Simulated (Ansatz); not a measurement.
The system is Sn.

```
CELL_PARAMETERS angstrom
-1.72654 1.77555 2.33834
1.72654 -1.77555 2.33834
1.72654 1.77555 -2.33834
ATOMIC_POSITIONS crystal
Sn 0.00000 0.00000 0.00000
```

This isn't the form of Sn at room conditions, which is tetragonal (white tin).

| Property | Result |
| --- | --- |
| Program | Ansatz 0.2.0 |
| Task | relaxation of cell and atoms |
| Functional | PBE |
| Dispersion | D3(BJ) |
| Potentials or basis | Ansatz PAW |
| Cutoff | 420 eV (not typed: the program's choice for these potentials) |
| k mesh | 11 × 11 × 11 |
| Occupations | fermi-dirac, width 0.05 eV |
| Spin | no spin polarisation |

At the start: volume 28.67 Å³/atom.

Question: How do energy, volume and symmetry change on relaxing?

Answer: It ends after 6 steps and the volume is 26.84 Å³/atom (-6.4 %); space group I4/mmm (No. 139, to 0.05 Å).

The path:
| step | energy change (eV) | largest force (eV/Å) | volume (Å³) |
| --- | --- | --- | --- |
| 1 | 0.0000 | 0.0000 | 28.67 |
| 2 | -0.0213 | 0.0000 | 26.76 |
| 3 | -0.0218 | 0.0000 | 26.81 |
| 4 | -0.0219 | 0.0000 | 26.84 |
| 5 | -0.0219 | 0.0000 | 26.84 |
| 6 | -0.0215 | 0.0000 | 26.84 |

Final structure:
```
Sn
1.0
    -1.70280    1.70277    2.31417
     1.70280   -1.70277    2.31417
     1.70280    1.70277   -2.31417
Sn
1
Cartesian
  0.0000 0.0000 0.0000
```

Caveat: the plane-wave basis is chosen anew once the cell has moved, so the energies of steps on either side of that aren't comparable; pairwise dispersion overbinds metals, which lowers pressure and volume.
